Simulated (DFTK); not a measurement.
Runs of DFTK 0.8.2 on Au. It takes space group Pm-3m (No. 221, cubic). Conventional cell: a = 2.748 Å, b = 2.748 Å, c = 2.748 Å, α = 90.00°, β = 90.00°, γ = 90.00°. Around Au (site symmetry m-3m) lie 6 Au at 2.75 Å. The cell was built by a generator and needn't be a form met in nature.

```tsv
level	gap on the mesh (eV)	pressure (GPa)
SCAN	none	-5.3
BJ06	none	-
PBEsol	none	-6.4
LDA	none	(a)
r2SCAN	none	-3.9
```

Alike in all rows: task band structure; potentials or basis SG15 1.2 (PBE); no spin polarisation; cell as given; k mesh 10 × 10 × 10; cutoff (eV) 1225; smearing fermi-dirac 0.05 eV.

Task: Fill in the values left out.

Result: (a) -10.0.

Caveats: the potentials were made for another functional, which shifts forces and pressure; spin-orbit coupling is left out, which moves the levels of the heavy elements; the program leaves the constant c of mgga_x_tb09 at 1, so the potential is Becke-Johnson's (BJ06) and not Tran and Blaha's, with levels but no total energy (some runs).

A k mesh can miss the band edges, and the runs leave out spin-orbit coupling on Au.

A gap of «none» marks a metal or a gap under the smearing width.
